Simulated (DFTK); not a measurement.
# HgTe (Coloradoite) (F-43m) in DFTK: reference runs

Reference runs on HgTe (Coloradoite): the cell as given.

Program: DFTK 0.8.2. These are calculated values, not measurements. Logs are shortened: lines on timing, memory, paths and dates and some standing lists are left out, and cuts for length are marked.

## Step 1: The crystal as given

It takes space group F-43m (No. 216, cubic). The conventional cell has a = 6.429 Å, b = 6.429 Å, c = 6.429 Å, α = 90.00°, β = 90.00°, γ = 90.00°. Around Hg (site symmetry -43m) lie 4 Te at 2.78 Å. Around Te (site symmetry -43m) lie 4 Hg at 2.78 Å.

## Step 2: Single point, PBE

run.jl reads:

```julia
using DFTK
using PseudoPotentialData
using Unitful, UnitfulAtomic
using LinearAlgebra, Printf
include("save.jl")
disable_threading()

# lattice vectors are the columns
lattice = austrip(1u"Å") * [           0.0         3.2145         3.2145;
                   3.2145            0.0         3.2145;
                   3.2145         3.2145            0.0]
symbols   = [:Hg, :Te]
positions = [[0.0, 0.0, 0.0],
             [0.75, 0.75, 0.75]]
pseudopotentials = PseudoFamily("dojo.nc.sr.pbe.v0_4_1.standard.upf")
elements = Dict(s => ElementPsp(s, pseudopotentials) for s in unique(symbols))
atoms    = [elements[s] for s in symbols]

build_model(lattice, positions; symmetries=true) =
    model_DFT(lattice, atoms, positions;
              functionals=PBE(),
              temperature=austrip(0.05u"eV"),
              smearing=Smearing.FermiDirac(),
              symmetries)
Ecut  = 40.0  # hartree
kgrid = [7, 7, 7]
tol   = 1e-6
to_GPa = ustrip(uconvert(u"GPa", 1u"hartree/bohr^3"))

model = build_model(lattice, positions)
basis = PlaneWaveBasis(model; Ecut, kgrid)
display(basis)
scfres = self_consistent_field(basis;
                               tol,
                               nbandsalg=AdaptiveBands(model; n_bands_converge=23))
display(scfres.energies)
@printf "Fermi level: %.6f eV\n" ustrip(auconvert(u"eV", something(scfres.εF, NaN)))
forces = compute_forces_cart(scfres)
println("Forces (eV/Å)")
for (s, f) in zip(symbols, forces)
    @printf "%-3s %12.6f %12.6f %12.6f\n" s ustrip.(auconvert.(u"eV/Å", f))...
end
stress = compute_stresses_cart(scfres)
println("Stress (GPa)")
display(round.(stress * to_GPa; digits=4))
println("Levels at the first k-point (eV): ", round.(ustrip.(auconvert.(u"eV", scfres.eigenvalues[1][1:scfres.n_bands_converge])); digits=4))
save_scf!(scfres; forces, stress)
```

Potentials or basis: dojo.nc.sr.pbe.v0_4_1.standard.upf (PBE).

On the command line:

```
julia --threads=1 run.jl  # save.jl only writes the numbers to a file and isn't shown; printed stress counts tension as positive; times include loading and compiling
```

The log of the run:

```text
PlaneWaveBasis discretization:

    Ecut                 : 40.0 Ha
    fft_size             : (54, 54, 54), 157464 total points
    kgrid                : MonkhorstPack([7, 7, 7])
    num.   red. kpoints  : 343
    num. irred. kpoints  : 30

    Discretized Model(gga_x_pbe+gga_c_pbe, 3D):
        lattice (in Bohr)    : [0         , 6.07452   , 6.07452   ]
                               [6.07452   , 0         , 6.07452   ]
                               [6.07452   , 6.07452   , 0         ]
        unit cell volume     : 448.3 Bohr³

        atoms                : HgTe
        pseudopot. family    : PseudoFamily("dojo.nc.sr.pbe.v0_4_1.standard.upf")

        num. electrons       : 36
        spin polarization    : none
        temperature          : 0.0018375 Ha
        smearing             : DFTK.Smearing.FermiDirac()

        terms                : Kinetic()
                               AtomicLocal()
                               AtomicNonlocal()
                               Ewald(nothing)
                               PspCorrection()
                               Hartree()
                               Xc(gga_x_pbe, gga_c_pbe)
                               Entropy()
n     Energy            log10(ΔE)   log10(Δρ)   Diag   Δtime
---   ---------------   ---------   ---------   ----   ------
  1   -271.4693308221                   -1.05    4.4    18.4s
  2   -271.4859680861       -1.78       -1.62    1.0    8.71s
  3   -271.4873898813       -2.85       -1.96    2.7    10.7s
  4   -271.4874553938       -4.18       -2.45    1.9    9.59s
  5   -271.4874678328       -4.91       -2.97    1.6    8.11s
  6   -271.4874690108       -5.93       -3.34    2.2    10.2s
  7   -271.4874692169       -6.69       -3.84    1.4    9.20s
  8   -271.4874692428       -7.59       -4.26    2.0    10.4s
  9   -271.4874692468       -8.40       -4.79    1.6    9.46s
 10   -271.4874692471       -9.43       -5.23    2.1    10.4s
 11   -271.4874692472      -10.38       -6.04    1.9    10.0s
Energy breakdown (in Ha):
    Kinetic             104.6368198
    AtomicLocal         -242.7703069
    AtomicNonlocal      -23.3240750
    Ewald               -144.9046945
    PspCorrection       5.3964678
    Hartree             81.7387125
    Xc                  -52.2603677
    Entropy             -0.0000253

    total               -271.487469247175
Fermi level: 5.104859 eV
Forces (eV/Å)
Hg      0.000000     0.000000     0.000000
Te      0.000000     0.000000     0.000000
Stress (GPa)
3×3 StaticArraysCore.SMatrix{3, 3, Float64, 9} with indices SOneTo(3)×SOneTo(3):
 -4.6091   0.0      0.0
 -0.0     -4.6091  -0.0
 -0.0      0.0     -4.6091
Levels at the first k-point (eV): [-110.1048, -58.4359, -58.4359, -58.4359, -31.7617, -31.7617, -31.7617, -31.7536, -31.7536, -7.0414, -2.3696, -2.3696, -2.3696, -1.819, -1.819, 4.3775, 5.0642, 5.0642, 5.0642, 9.2896, 9.2896, 9.2896, 11.5914]
```

Wall time 3.8 min (1 thread of Intel Xeon Platinum 8488C (Sapphire Rapids), shared host); peak memory 2 GiB.

What came out:

- Free energy: -7387.5504 eV
- Pressure: 4.6 GPa
- Band gap on the k mesh: none (metal or under the smearing width)

Levels at points of the mesh, in eV from the Fermi level:
| k point | band 14 | band 15 | band 16 | band 17 | band 18 | band 19 | band 20 | band 21 | band 22 | band 23 |
| --- | --- | --- | --- | --- | --- | --- | --- | --- | --- | --- |
| (0.00, 0.00, 0.00) | -6.92 | -6.92 | -0.73 | -0.04 | -0.04 | -0.04 | 4.18 | 4.18 | 4.18 | 6.49 |
